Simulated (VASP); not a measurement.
# Cu: single point with PBE

Crystal: Cu.

```
Cu
1.0
     0.00000    1.80750    1.80750
     1.80750    0.00000    1.80750
     1.80750    1.80750    0.00000
Cu
1
Cartesian
  0.0000 0.0000 0.0000
```

```
Program                : VASP 6.6.1
Task                   : single point
Functional             : PBE
Potentials or basis    : VASP PAW PBE potentials, release 64 (Cu)
Cutoff                 : 400 eV
k mesh                 : 14 × 14 × 14
Occupations            : gaussian, width 0.1 eV
Spin                   : no spin polarisation
Further INCAR settings : ALGO = Fast; EDIFF = 1e-07
```

The pressure is 1.9 GPa and the band gap on the k mesh is none (metal or under the smearing width).

Levels at points of the mesh, in eV from the Fermi level:
| k point | band 3 | band 4 | band 5 | band 6 | band 7 | band 8 | band 9 |
| --- | --- | --- | --- | --- | --- | --- | --- |
| (0.00, 0.00, 0.00) | -2.98 | -2.98 | -2.15 | -2.15 | 22.64 | 25.28 | 25.28 |
| (0.50, 0.00, 0.00) | -3.01 | -1.59 | -1.59 | -0.96 | 3.80 | 21.13 | 22.11 |
| (0.50, 0.50, 0.00) | -1.61 | -1.45 | -1.45 | 1.54 | 7.16 | 13.12 | 13.12 |

It took 7.9 s on 1 thread of Intel(R) Xeon(R) Platinum 8488C (Sapphire Rapids), on a shared host, peak memory 0.12 GiB.
